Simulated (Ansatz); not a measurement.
**Void in CeO2 (87 atoms): geometry optimisation**

How does void in CeO2 (87 atoms) relax, and what do bonds, charges and levels look like afterwards?

Program: Ansatz 0.2.0. Level of theory: Kohn-Sham DFT, PBE, PAW (set soft_2), plane waves. Results are calculated unless marked as measured.

## (1) The structure

The cell holds 87 atoms: 29 Ce and 58 O. Cell: a = 10.822 Å, b = 10.822 Å, c = 10.822 Å, α = 90.0°, β = 90.0°, γ = 90.0°. It derives from CeO2 (fluorite-type), repeated 2×2×2. Fluorite-type CeO2 (a = 5.411 Å), 2 x 2 x 2 conventional cells, the 3 Ce, 6 O nearest the centre removed; not relaxed, displaced by a Gaussian of 0.02 Å. Nearest the centre at fractional (0.533, 0.518, 0.506): O23 at 2.65 Å, O3 at 2.72 Å, Ce75 at 3.62 Å, Ce81 at 3.68 Å, Ce66 at 3.74 Å, Ce72 at 3.74 Å, Ce61 at 3.95 Å, Ce44 at 3.96 Å.

Limits known from the start: The main run has no spin polarisation, so moments on Ce can't form in it, and no Hubbard term. The Brillouin zone is sampled at Γ only, in a cell whose shortest periodic width is 11 Å. Spin–orbit coupling is left out, which matters for the levels of the heavy elements.

## (2) Single point at the start

The forces at the start show how far the geometry lies from a minimum of this functional.

Input file input.yaml:

```yaml
crystal:
  lattice:
    - [10.822, 0.0, 0.0]
    - [0.0, 10.822, 0.0]
    - [0.0, 0.0, 10.822]
  atoms:
    - { symbol: Ce, position: [0.99853, 0.99892, 0.00189] }
    - { symbol: O, position: [0.12576, 0.12214, 0.12541] }
    - { symbol: O, position: [0.3732, 0.37435, 0.37479] }
    - { symbol: Ce, position: [0.00639, 0.24975, 0.24714] }
    [... 77 atom lines left out ...]
    - { symbol: O, position: [0.62375, 0.87476, 0.87391] }
    - { symbol: O, position: [0.87901, 0.62176, 0.62588] }
    - { symbol: O, position: [0.87465, 0.62453, 0.87582] }
    - { symbol: O, position: [0.62649, 0.87403, 0.62332] }
    - { symbol: O, position: [0.87689, 0.87518, 0.62613] }
    - { symbol: O, position: [0.62234, 0.6263, 0.87567] }
kpoints:
  mp_grid: { grid: [1, 1, 1] }
hamiltonian:
  xc: pbe
scf:
  occupations: { method: gaussian, width: 0.025 }
output:
  forces: true
  stress: true
  populations: true
  dos:
    method: { smearing: { sigma: 0.1 } }
    de: 0.1
    projected: { site_lists: { Ce: [Ce], O: [O] } }
  eigenvalues: true
```

On the command line:

```bash
$ ansatz run input.yaml --threads 4 --pin off --max-ram 8192MiB --backend cpu --events-out ev --progress --plain --runs-dir out
```

It took 83 s on 4 threads of Arm Neoverse V2, shared host; peak memory 2.2 GiB; 5.3 min of CPU time.

The run gave:

- free energy: -223739.7089 eV
- free energy per atom: -2571.7208 eV/atom
- SCF cycles: 36
- pressure: 2.1 GPa
- r.m.s. force component: 1.055 eV/Å
- longest force: 4.7 eV/Å
- Fermi energy: 11.04 eV
- levels partly filled by over 2 per cent: 2
- spilling of the projection: 0.002081

The r.m.s. force component of 1.1 eV/Å and the pressure of 2.1 GPa set the starting point.

Neighbours are counted within 2.77 Å (O-Ce).

Length of the force by element and coordination:

| element | coordination | atoms | mean length of the force (eV/Å) | spread | least | most |
| --- | --- | --- | --- | --- | --- | --- |
| Ce | all | 29 | 2.33 | 1.16 | 0.495 | 4.70 |
| Ce | 6 | 5 | 4.26 | 0.261 | 3.98 | 4.70 |
| Ce | 7 | 4 | 2.39 | 0.355 | 1.92 | 2.88 |
| Ce | 8 | 20 | 1.83 | 0.848 | 0.495 | 3.08 |
| O | all | 58 | 1.13 | 0.592 | 0.134 | 2.30 |
| O | 2 | 1 | 1.27 | 0 | 1.27 | 1.27 |
| O | 3 | 12 | 1.66 | 0.393 | 0.710 | 2.22 |
| O | 4 | 45 | 0.988 | 0.562 | 0.134 | 2.30 |

## (3) Cell and atoms relaxed

Cell and atoms are freed together, to release stress as well as forces.

input.yaml, the sections that differ from step 2:

```yaml
output:
  forces: true
relax:
  f_tol: 0.05
  max_steps: 194
  cell: {}
# crystal, kpoints, hamiltonian, scf: as in step 2
```

Elapsed: 11 min, on 4 threads; peak memory 2.2 GiB.

Step by step:

| step | energy less that of the first step (eV) | largest force component (eV/Å) | pressure (GPa) | volume (Å³) |
| --- | --- | --- | --- | --- |
| 1 | 0.0000 | 4.4179 | 2.10 | 1267.43 |
| 2 | -7.5248 | 1.7302 | 0.46 | 1291.51 |
| 3 | -9.0822 | 0.9195 | 0.63 | 1310.65 |
| 4 | -9.6730 | 0.2771 | 0.16 | 1317.08 |
| 5 | -9.7639 | 0.1583 | -0.02 | 1322.48 |
| 6 | -9.7682 | 0.1933 | -0.01 | 1325.43 |
| 7 | -9.8082 | 0.1936 | 0.03 | 1325.91 |
| 8 | -9.8662 | 0.3077 | -0.04 | 1327.12 |
| 9 | -9.9573 | 0.4189 | -0.10 | 1327.62 |
| 10 | -10.0858 | 0.5387 | -0.15 | 1327.26 |
| 11 | -10.2502 | 0.6553 | -0.17 | 1326.04 |
| 12 | -10.5132 | 0.5895 | 0.03 | 1322.34 |
| 13 | -10.7521 | 0.5599 | -0.12 | 1321.33 |
| 14 | -11.0278 | 0.5724 | -0.05 | 1318.00 |
| 15 | -11.2410 | 0.3746 | -0.02 | 1316.01 |
| 16 | -11.3701 | 0.1754 | 0.04 | 1314.14 |
| 17 | -11.4096 | 0.0228 | 0.00 | 1314.13 |
| 18 | -11.5888 | 0.0235 | 0.24 | 1314.13 |
| 19 | -11.5827 | 0.0083 | 0.00 | 1316.87 |
| 20 | -11.5903 | 0.0083 | 0.00 | 1316.87 |

| cell as run | before | after | change |
| --- | --- | --- | --- |
| a (Å) | 10.822 | 10.955 | +1.2 % |
| b (Å) | 10.822 | 10.962 | +1.3 % |
| c (Å) | 10.822 | 10.968 | +1.3 % |
| α (°) | 90.00 | 89.44 | -0.6 % |
| β (°) | 90.00 | 90.73 | +0.8 % |
| γ (°) | 90.00 | 90.22 | +0.2 % |
| volume (Å³/atom) | 14.57 | 15.14 | +3.9 % |

The atoms that moved most (Å, as changes of fractional coordinates times the final cell):

| atom | dx | dy | dz | length |
| --- | --- | --- | --- | --- |
| O37 | 2.523 | 0.137 | 0.149 | 2.532 |
| O83 | 2.271 | 0.052 | -0.080 | 2.273 |
| O27 | -0.059 | -0.346 | 0.067 | 0.358 |
| O73 | -0.205 | 0.223 | -0.183 | 0.354 |
| O62 | -0.218 | -0.084 | 0.250 | 0.342 |
| O57 | -0.025 | 0.319 | 0.000 | 0.320 |
| O35 | 0.291 | -0.119 | -0.008 | 0.314 |
| O85 | -0.250 | 0.122 | 0.137 | 0.310 |

The relaxation changed the energy by -133 meV/atom, and atoms moved by 0.40 Å r.m.s., 2.5 Å at most.

## (4) Structure statistics after relaxation

Bonds before and after, by the cutoffs listed below:

| pair | bonds before | bonds after | mean before (Å) | mean after (Å) | spread before (Å) | spread after (Å) |
| --- | --- | --- | --- | --- | --- | --- |
| O-Ce | 218 | 219 | 2.343 | 2.357 | 0.027 | 0.088 |

Density 6.29 g/cm³, 15.14 Å³ an atom.

Pair distribution functions g(r), in bins of 0.2 Å:

| r (Å) | total | O-O | O-Ce | Ce-Ce |
| --- | --- | --- | --- | --- |
| 2.10 | 0.09 | 0.00 | 0.20 | 0.00 |
| 2.30 | 4.21 | 0.00 | 9.50 | 0.00 |
| 2.50 | 1.08 | 0.00 | 2.42 | 0.00 |
| 2.70 | 2.67 | 5.77 | 0.22 | 0.00 |
| 2.90 | 0.27 | 0.60 | 0.00 | 0.00 |
| 3.10 | 0.14 | 0.31 | 0.00 | 0.00 |
| 3.30 | 0.00 | 0.00 | 0.00 | 0.00 |
| 3.50 | 0.15 | 0.33 | 0.00 | 0.00 |
| 3.70 | 1.10 | 1.69 | 0.00 | 3.09 |
| 3.90 | 2.67 | 3.72 | 0.00 | 9.21 |
| 4.10 | 0.41 | 0.69 | 0.00 | 0.88 |
| 4.30 | 0.55 | 0.20 | 1.02 | 0.07 |
| 4.50 | 2.91 | 0.46 | 6.08 | 0.00 |
| 4.70 | 1.76 | 1.75 | 2.21 | 0.00 |
| 4.90 | 0.37 | 0.61 | 0.21 | 0.00 |
| 5.10 | 0.05 | 0.10 | 0.00 | 0.09 |
| 5.30 | 0.20 | 0.33 | 0.00 | 0.48 |
| 5.50 | 0.74 | 1.04 | 0.00 | 2.47 |
| 5.70 | 0.39 | 0.36 | 0.48 | 0.19 |
| 5.90 | 1.74 | 0.74 | 3.17 | 0.00 |
| 6.10 | 2.02 | 3.08 | 1.46 | 0.00 |
| 6.30 | 0.68 | 1.20 | 0.32 | 0.03 |
| 6.50 | 0.64 | 1.04 | 0.03 | 1.51 |
| 6.70 | 1.64 | 2.30 | 0.02 | 5.47 |
| 6.90 | 0.89 | 0.90 | 0.74 | 1.45 |
| 7.10 | 1.58 | 0.14 | 3.37 | 0.15 |
| 7.30 | 0.42 | 0.05 | 0.88 | 0.02 |
| 7.50 | 0.20 | 0.23 | 0.12 | 0.44 |

Bonds by pair of elements; cutoffs follow the first minimum of g(r), held within bounds set by covalent radii, and pairs that aren't listed don't count as bonded:

| pair A-B | cutoff (Å) | bonds | mean length (Å) | spread (Å) | shortest (Å) | B about A | A about B |
| --- | --- | --- | --- | --- | --- | --- | --- |
| O-Ce | 3.02 | 219 | 2.36 | 0.088 | 2.19 | 3.78 | 7.55 |

How many atoms have how many bonded neighbours:

| element | mean | 3 | 4 | 6 | 7 | 8 |
| --- | --- | --- | --- | --- | --- | --- |
| Ce | 7.55 | 0 | 0 | 3 | 7 | 19 |
| O | 3.78 | 13 | 45 | 0 | 0 | 0 |

Bond angles, per cent of each kind in bins of 5°:

| angle (°) | O-Ce-O | Ce-O-Ce |
| --- | --- | --- |
| 60–65 | 0.1 | 0.0 |
| 65–70 | 17.0 | 0.0 |
| 70–75 | 21.8 | 0.0 |
| 75–80 | 2.5 | 0.0 |
| 80–85 | 1.7 | 0.0 |
| 85–90 | 0.0 | 0.0 |
| 90–95 | 0.0 | 0.3 |
| 95–100 | 1.1 | 2.3 |
| 100–105 | 5.2 | 5.2 |
| 105–110 | 16.7 | 49.5 |
| 110–115 | 14.5 | 37.2 |
| 115–120 | 3.7 | 2.3 |
| 120–125 | 1.2 | 0.3 |
| 125–130 | 0.1 | 1.0 |
| 130–135 | 0.0 | 1.9 |
| 135–140 | 0.0 | 0.0 |
| 140–145 | 0.0 | 0.0 |
| 145–150 | 0.0 | 0.0 |
| 150–155 | 0.0 | 0.0 |
| 155–160 | 0.3 | 0.0 |
| 160–165 | 0.6 | 0.0 |
| 165–170 | 1.5 | 0.0 |
| 170–175 | 4.3 | 0.0 |
| 175–180 | 7.6 | 0.0 |

Bond angles (no mean is given where the spread exceeds 20°):

| angle | count | mean (°) | spread (°) |
| --- | --- | --- | --- |
| O-Ce-O | 724 | - | - |
| Ce-O-Ce | 309 | 110 | 5 |

Bond length by coordination (bonds to H left out):

| element | coordination | atoms | mean bond length (Å) |
| --- | --- | --- | --- |
| Ce | 6 | 3 | 2.25 |
| Ce | 7 | 7 | 2.33 |
| Ce | 8 | 19 | 2.38 |
| O | 3 | 13 | 2.28 |
| O | 4 | 45 | 2.37 |

First main peaks of g(r), for some of the pairs, lie near 2.73 Å (O-O), 2.34 Å (O-Ce) and 3.85 Å (Ce-Ce). Counting bonds as in the table, 66 % of Ce atoms have 8 and 78 % of O atoms have 4 bonded neighbours. Bonds at O atoms with 3 neighbours average 2.28 Å, against 2.37 Å at those with 4.

## (5) Single point at the relaxed geometry

One more single point at the end of the walk gives the fuller output and checks the residual forces.

Input file input.yaml:

```yaml
crystal:
  lattice:
    - [10.95444, -0.0204, -0.06959]
    - [-0.0204, 10.96138, 0.05341]
    - [-0.06959, 0.05341, 10.96773]
  atoms:
    - { symbol: Ce, position: [0.99074, 0.00035, 0.99952] }
    - { symbol: O, position: [0.11627, 0.12061, 0.12494] }
    - { symbol: O, position: [0.36445, 0.36256, 0.36031] }
    - { symbol: Ce, position: [0.99515, 0.2424, 0.24523] }
    [... 77 atom lines left out ...]
    - { symbol: O, position: [0.61673, 0.87795, 0.87549] }
    - { symbol: O, position: [0.0863, 0.62689, 0.61991] }
    - { symbol: O, position: [0.87815, 0.6368, 0.87221] }
    - { symbol: O, position: [0.60373, 0.88506, 0.63559] }
    - { symbol: O, position: [0.87784, 0.87694, 0.63606] }
    - { symbol: O, position: [0.60476, 0.6371, 0.89019] }
kpoints:
  mp_grid: { grid: [1, 1, 1] }
hamiltonian:
  xc: pbe
scf:
  occupations: { method: gaussian, width: 0.025 }
output:
  forces: true
  stress: true
  populations: intrinsic
  dos:
    method: { smearing: { sigma: 0.1 } }
    de: 0.1
    projected: { site_lists: { Ce: [Ce], O: [O] } }
  eigenvalues: true
  write_density: true
  write_potential: true
  volumetric_format: npy
  elf: true
```

Wall time 51 s (4 threads); peak memory 2.2 GiB; 3.3 min of CPU time.

The program notes that the exchange-correlation potential is rough where the density is thin.

Numbers from this run:

```yaml
free_energy: -223751.2992 eV
free_energy_per_atom: -2571.8540 eV/atom
scf_cycles: 16
pressure: 0.002104 GPa
r_m_s_force_component: 0.00294 eV/Å
longest_force: 0.01066 eV/Å
fermi_energy: 10.05 eV
spacing_of_highest_filled_and_lowest_empty_level: 1.804 eV
```

Intrinsic-atomic-orbital charges by element and coordination:

| element | coordination | atoms | mean charge (e) | spread | least | most |
| --- | --- | --- | --- | --- | --- | --- |
| Ce | all | 29 | 0.926 | 0.0228 | 0.87 | 0.979 |
| Ce | 6 | 3 | 0.885 | 0.0153 | 0.87 | 0.906 |
| Ce | 7 | 7 | 0.924 | 0.0257 | 0.896 | 0.979 |
| Ce | 8 | 19 | 0.933 | 0.014 | 0.905 | 0.957 |
| O | all | 58 | -0.463 | 0.0245 | -0.518 | -0.415 |
| O | 3 | 13 | -0.455 | 0.0229 | -0.499 | -0.415 |
| O | 4 | 45 | -0.465 | 0.0245 | -0.518 | -0.429 |

Density of states as counts of states in windows of 1 eV (from the Fermi level), total and the larger projections:

| from (eV) | to (eV) | total | Ce f | O p | Ce d | Ce p | O s |
| --- | --- | --- | --- | --- | --- | --- | --- |
| -18 | -17 | 20.0 | 0.1 | 0.2 | 2.6 | 4.0 | 12.2 |
| -17 | -16 | 60.3 | 0.2 | 3.0 | 1.6 | 46.6 | 8.8 |
| -16 | -15 | 36.3 | 0.0 | 1.4 | 0.5 | 31.5 | 2.7 |
| -15 | -14 | 46.3 | 0.2 | 1.3 | 1.7 | 26.6 | 16.0 |
| -14 | -13 | 35.5 | 0.2 | 0.8 | 1.0 | 19.7 | 13.3 |
| -13 | -12 | 6.0 | 0.0 | 0.0 | 0.0 | 3.3 | 2.6 |
| -12 | -5 | 0.0 | 0.0 | 0.0 | 0.0 | 0.0 | 0.0 |
| -5 | -4 | 20.4 | 0.2 | 14.0 | 5.5 | 0.2 | 0.0 |
| -4 | -3 | 107.2 | 3.1 | 76.8 | 22.4 | 2.3 | 0.6 |
| -3 | -2 | 104.8 | 9.4 | 82.0 | 7.9 | 2.5 | 0.7 |
| -2 | -1 | 110.1 | 14.9 | 88.0 | 3.8 | 2.5 | 0.2 |
| -1 | 0 | 5.4 | 0.7 | 4.5 | 0.1 | 0.1 | 0.0 |
| 0 | 1 | 62.1 | 61.0 | 0.4 | 0.5 | 0.0 | 0.0 |
| 1 | 2 | 334.1 | 306.4 | 21.9 | 2.9 | 0.5 | 1.1 |
| 2 | 3 | 9.9 | 7.5 | 2.2 | 0.1 | 0.0 | 0.0 |
| 3 | 4 | 2.0 | 0.1 | 0.2 | 0.7 | 0.0 | 0.1 |
| 4 | 5 | 16.9 | 0.2 | 2.8 | 11.9 | 0.0 | 0.3 |

Between -26 and -18 eV lie 86 more states.

The stored curve holds about 638 of the 696 electrons; the rest, give or take the few that broadening carries across the Fermi level, lie in deeper levels below its range.

The levels nearest the highest filled one (over half full), pooled over k-points and spins:

| level less the highest filled one (eV) | occupation |
| --- | --- |
| -0.146 | 2 |
| -0.106 | 2 |
| -0.0851 | 2 |
| -0.0831 | 2 |
| -0.0583 | 2 |
| 0 | 2 |
| 1.80 | 0 |
| 1.81 | 0 |
| 1.82 | 0 |
| 1.83 | 0 |
| 1.84 | 0 |
| 1.85 | 0 |

Mean intrinsic-atomic-orbital charges: Ce +0.93, O -0.46 e. The largest share in the top eV of filled states is O p (80 % of the projected weight), and in the lowest eV of empty states Ce f (93 % of the projected weight).

1 further run on a deliberately doubtful input is not shown.

## (6) Summary of results

| Item | Value |
| --- | --- |
| energy change in the relaxation | -133.2 meV/atom |
| r.m.s. displacement | 0.403 Å |
| largest displacement | 2.532 Å |
| free energy per atom | -2571.8540 eV/atom |
| density | 6.294 g/cm³ |
| pressure | 0.002104 GPa |
| r.m.s. force component | 0.00294 eV/Å |
| gap (highest filled to lowest empty level) | 1.804 eV |
| wall time of the 3 DFT runs | 13 min |

Relaxation lowers the energy by 133 meV/atom and moves atoms by 0.40 Å r.m.s.; the r.m.s. force component goes from 1.1 to 0.0029 eV/Å, the pressure goes from 2.1 to 0.0021 GPa. Displacements are taken in the final cell, so they leave out its strain. By the final cutoffs 2 of 218 bonded pairs parted and 3 joined. The cell grew by 3.9 % in volume. From the first step to the last the energy fell by 11.590 eV, and the largest move was 2.53 Å (O37). The O-Ce bonds go from 2.343 Å (spread 0.027) to 2.357 Å (spread 0.088), and their number from 218 to 219. Counting bonds as in the table, 66 % of Ce atoms have 8 and 78 % of O atoms have 4 bonded neighbours. The highest filled and lowest empty levels differ by 1.80 eV at Γ alone; the mesh holds the band edges only if they fold onto it, so the gap at this level can be narrower or closed.

[Logs are printed without paths, hosts, clocks, repeated set-up lines and the standing remarks that a program may print on its own settings, such as how far it seeks lower states.]

[Hosts, paths, dates, database ids (printed as entryN), source tags and the programs' standing remarks are cut or masked in the printed files.]
